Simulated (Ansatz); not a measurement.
The geometry is COD entry 1538667, unchecked; take it as a test cell. The listed cell was then made from it by scaling, straining or moving an atom.

An input for NbN: DFT, PBE, all-electron LAPW, scalar-relativistic (Ansatz 0.2.0).

Command: `ansatz run input.yaml --threads 1 --pin off --max-ram 3072MiB --backend cpu --events-out ev --progress --plain --runs-dir out` The run took 28 s on 1 thread of Arm Neoverse V1, with other jobs on the host, peak memory 0.48 GiB.

```yaml
crystal:
  lattice:
    - [0.0, 2.2090335361, 2.2090335361]
    - [2.2090335361, 0.0, 2.2090335361]
    - [2.2090335361, 2.2090335361, 0.0]
  atoms:
    - { symbol: Nb, position: [0.5, 0.5, 0.5] }
    - { symbol: "N", position: [0.0, 0.0, 0.0] }
kpoints:
  mp_grid: { grid: [13, 13, 13] }
  band_path:
    path:
      - [0.0, 0.0, 0.0]
      - [0.5, 0.0, 0.5]
      - [0.625, 0.25, 0.625]
      - [0.375, 0.375, 0.75]
      - [0.0, 0.0, 0.0]
      - [0.5, 0.5, 0.5]
      - [0.5, 0.25, 0.75]
      - [0.5, 0.0, 0.5]
    npoints: 5
scf:
  occupations: { method: fermi_dirac, width: 0.08 }
hamiltonian:
  xc: pbe
  pseudopotentials: { kind: all_electron, lapw: { basis_error: 0.00025 } }
output:
  forces: true
  stress: true
  eigenvalues: true
```

Set-up and iterations as logged by Ansatz (the results part is left out, to be predicted):

```
LAPW: plane waves up to 9.724 Å⁻¹, error target 2.5e-4 eV per atom; small_component_spin mean_spin; N in spheres of 1.010 Å, 7 of its electrons in bands, Dirac shells []; Nb in spheres of 1.199 Å, 31 of its electrons in bands, Dirac shells []
Engine: ansatz 0.2.0
Pseudopotentials: kind: all_electron
Pseudopotential: Nb, LAPW, valence charge 31, Koelling and Harmon's equation, gaussian nucleus
Pseudopotential: N, LAPW, valence charge 7, Koelling and Harmon's equation, gaussian nucleus
Functional definition: PBE
  parameter kappa = 0.804
  parameter beta = 0.06672455060314922
  exchange = pbe_x(kappa = kappa, mu = beta*pi^2/3)
  correlation = pbe_c(beta = beta)
Crystal: 2 atoms, lattice volume = 21.559 Å³
Basis set: ecut = 360.227956180857 eV, 331 PW (Γ), exchange–correlation at level 2
Bands: 23, of which v1, the nominal top of the filled ones, is band 19 counted from 1 (18 counted from 0)
Symmetry: 48 space group operations
Space group: Fm-3m (ITA 225), of the structure as read, at distance tolerance 2.8e-5 Å
k-points: 84 of 2197
Non-local potential: Nb, projectors of the file, none
Non-local potential: N, projectors of the file, none
Initial density: superposition of atomic densities (chi_scale 0.1, normalization cell, long waves kept (reshape's long-wave potential 0.00 eV rms))
Initial wavefunctions: plane waves of lowest kinetic energy (no species holds an atomic orbital)
Functional: x = pbe(κ = 0.804, μ = 0.2195149727645171), c = pbe(β = 0.06672455060314922)
iter 1 solved again at ethr=1.89e-2 eV; its pass at ethr=1.00e-1 eV (dr2=7.18e0 eV) is discarded
SCF iter   1: F=—  HF=-105441.203396 eV  |F-HF|=—  |Δ(HF+E_count)|=         —  Δρ=1.63e-1  dr2=7.17e0  ethr=1.89e-2  ⟨swp⟩=2.0  Hψ=23148  notcnv=0
automatic band count: the SCF goes on with 27 bands, as 23 were too few: the levels above may hold too much charge
iter 2 solved again at ethr=3.04e-4 eV; its pass at ethr=1.89e-2 eV (dr2=1.15e-1 eV) is discarded
SCF iter   2: F=—  HF=-105437.956970 eV  |F-HF|=—  |Δ(HF+E_count)|=    3.25e0  Δρ=2.69e-2  dr2=1.15e-1  ethr=3.04e-4  ⟨swp⟩=2.0  Hψ=11030  notcnv=0
SCF iter   3: F=—  HF=-105437.871275 eV  |F-HF|=—  |Δ(HF+E_count)|=   8.57e-2  Δρ=4.20e-2  dr2=5.38e-1  ethr=3.03e-4  ⟨swp⟩=2.7  Hψ=7092  notcnv=0
SCF iter   4: F=—  HF=-105437.800880 eV  |F-HF|=—  |Δ(HF+E_count)|=         —  Δρ=8.11e-3  dr2=5.31e-3  ethr=3.03e-4  ⟨swp⟩=2.0  Hψ=6759  notcnv=0
the basis was enlarged: its passes take 532.1 KiB over the memory plan, 1 of 1 planned eigensolver slots
SCF iter   5: F=—  HF=-105437.795396 eV  |F-HF|=—  |Δ(HF+E_count)|=   5.48e-3  Δρ=3.33e-3  dr2=3.00e-3  ethr=1.40e-5  ⟨swp⟩=2.5  Hψ=6422  notcnv=0
SCF iter   6: F=—  HF=-105437.794271 eV  |F-HF|=—  |Δ(HF+E_count)|=   1.12e-3  Δρ=1.66e-3  dr2=8.56e-4  ethr=7.89e-6  ⟨swp⟩=2.0  Hψ=6355  notcnv=0
SCF iter   7: F=—  HF=-105437.794115 eV  |F-HF|=—  |Δ(HF+E_count)|=   1.56e-4  Δρ=2.96e-4  dr2=1.50e-5  ethr=2.25e-6  ⟨swp⟩=2.0  Hψ=6354  notcnv=0
SCF iter   8: F=—  HF=-105437.794115 eV  |F-HF|=—  |Δ(HF+E_count)|=   1.17e-7  Δρ=8.81e-5  dr2=1.94e-6  ethr=3.95e-8  ⟨swp⟩=2.0  Hψ=6354  notcnv=0
SCF iter   9: F=—  HF=-105437.794114 eV  |F-HF|=—  |Δ(HF+E_count)|=   3.92e-7  Δρ=5.83e-5  dr2=9.79e-7  ethr=5.11e-9  ⟨swp⟩=2.0  Hψ=6354  notcnv=0
SCF iter  10: F=—  HF=-105437.794114 eV  |F-HF|=—  |Δ(HF+E_count)|=   3.18e-7  Δρ=1.96e-5  dr2=1.15e-7  ethr=2.58e-9  ⟨swp⟩=2.0  Hψ=6354  notcnv=0
SCF iter  11: F=-105437.794114 eV  HF=-105437.794114 eV  |F-HF|=7.65e-9  |Δ(HF+E_count)|=   3.74e-8  Δρ=4.76e-6  dr2=6.62e-9  ethr=3.02e-10  ⟨swp⟩=2.0  Hψ=6354  notcnv=0
```

(1) What pressure will this run report?

(2) Is there a band gap?

Results:

(1) 0.66 GPa (positive in compression).

(2) none: bands cross the Fermi level, a metal.
